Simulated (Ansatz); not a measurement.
Ansatz input

```yaml
crystal:
  lattice:
    - [-4.8724397884, 4.5171938471, 1.4130044427]
    - [4.5171938471, -4.8724397884, 1.4130044427]
    - [3.582865531, 3.582865531, -2.0636380348]
  atoms:
    - { symbol: Se, position: [0.0851646124, 0.9148353876, 1.0] }
    - { symbol: Se, position: [0.6648353876, 0.3351646124, 0.5] }
hamiltonian:
  xc: revpbe
  pseudopotentials:
    kind: paw
    azcp:
      Se: "pseudopotentials/Se.paw.azcp"
basis:
  ecutwfc: 420
  fft_grid_basis: typed
kpoints:
  mp_grid: { grid: [21, 21, 11], shift: [0, 0, 0] }
magnetization:
  spin_polarized: false
scf:
  occupations: { method: fermi_dirac, width: 0.1 }
```

Terminal output

```
Engine: ansatz 0.2.0, aarch64-unknown-linux-gnu
Pseudopotentials: kind: paw
Pseudopotential: Se, paw, valence charge 16, recommended cutoff 420 eV (normal) 
Functional definition: revPBE
  parameter kappa = 1.245
  parameter beta = 0.06672455060314922
  exchange = pbe_x(kappa = kappa, mu = beta*pi^2/3)
  correlation = pbe_c(beta = beta)
Crystal: 2 atoms, lattice volume = 88.188 Å³
Basis set: ecut = 420 eV, 1727 PW (Γ)
Bands: 20, of which v1, the nominal top of the filled ones, is band 16 counted from 1 (15 counted from 0)
Symmetry: 4 space group operations
Space group: C2/c (ITA 15), of the structure as read, at distance tolerance 4.5e-5 Å
k-points: 1276 of 4851
Non-local potential: Se, projectors of the file, l = 0: 2, l = 1: 2, l = 2: 3, l = 3: 1
PAW form: soft (Blöchl's): semilocal exchange-correlation on the pseudo side does not see the compensation charge
PAW frozen core: Se, regenerated for the run's functional, and the local potential with it (the file was generated under x = pbe(κ = 0.804, μ = 0.2195149727645171), c = pbe(β = 0.06672455060314922))
PAW one-centre angular grid: Se, 590 points (default); XC on 64 Gauss nodes
Initial density: superposition of atomic densities (neutral atoms: chi_scale 0, normalization atom), corrected by the library's trained network
Initial wavefunctions: pseudopotential atomic-orbital guess
Functional: x = revpbe(κ = 1.245, μ = 0.2195149727645171), c = pbe(β = 0.06672455060314922)
SCF iter   1: F=—  HF=-10946.506664 eV  |F-HF|=—  |Δ(HF+E_count)|=         —  Δρ=1.88e-3  dr2=2.37e-3  ethr=1.77e-3  ⟨swp⟩=5.5  Hψ=118935  notcnv=0
SCF iter   2: F=—  HF=-10946.507734 eV  |F-HF|=—  |Δ(HF+E_count)|=   1.07e-3  Δρ=3.27e-4  dr2=7.82e-5  ethr=7.40e-6  ⟨swp⟩=2.1  Hψ=48876  notcnv=0
SCF iter   3: F=—  HF=-10946.507737 eV  |F-HF|=—  |Δ(HF+E_count)|=   2.86e-6  Δρ=8.43e-5  dr2=6.25e-6  ethr=2.44e-7  ⟨swp⟩=2.0  Hψ=46051  notcnv=0
SCF iter   4: F=—  HF=-10946.507726 eV  |F-HF|=—  |Δ(HF+E_count)|=   1.11e-5  Δρ=4.15e-5  dr2=1.16e-6  ethr=1.95e-8  ⟨swp⟩=2.0  Hψ=46067  notcnv=0
iter 5 did not close the SCF: its close was put off for the readings that it lacked (scf_convergence_deferred on its scf_iter line)
SCF iter   5: F=-10946.507726 eV  HF=-10946.507726 eV  |F-HF|=7.15e-9  |Δ(HF+E_count)|=   1.13e-7  Δρ=8.78e-6  dr2=4.93e-8  ethr=3.63e-9  ⟨swp⟩=2.0  Hψ=33163  notcnv=0
SCF iter   6: F=-10946.507726 eV  HF=-10946.507726 eV  |F-HF|=3.91e-10  |Δ(HF+E_count)|=   2.03e-8  Δρ=1.27e-6  dr2=1.12e-9  ethr=1.54e-10  ⟨swp⟩=1.0  Hψ=78514  notcnv=0
SCF 1 converged in 6 iterations: F = -10946.507726 eV  dr2 = 1.12e-9
SCF converged after 6 iterations
Free energy (F): -10946.507726 eV
Harris-Foulkes:  -10946.507726 eV  (|F-HF|=3.91e-10)
Internal energy: -10946.482865 eV  (E = F + TS)
E sigma→0 (E₀):  -10946.495295 eV
Entropy (-TS):   -0.024861 eV (-12.430 meV/atom)
Fermi energy:    2.493322 eV
--- Per-component energies (eV) ---
  E_band       = -960.811695
  E_kinetic    = 232.415401
  E_local      = -7628.777143  (includes V_loc(G=0)·N_el)
  E_nonlocal   = -1190.831684
  E_hartree    = 3691.282280
  E_xc         = -206.655379
  E_vxc        = -193.402230  (∫ρ·V_xc dr)
  E_paw        = -3832.068506  (= ΣΔE_a)
  E_vpaw       = 437.220611  (= ΣTr[D̂ρ^β])
  E_aug_tail   = -0.001175  (compensation charges beyond the density's cutoff)
  E_ewald      = -2011.451799
  E_core_change = -0.394859  (= ΣΔE_core)
  E_smearing   = -0.024861  (= −TS)
  E_closure    = 0.000000  (closes the sum)
  Σ components = -10946.507726   (vs F -10946.507726, Δ=0.00e0)
```
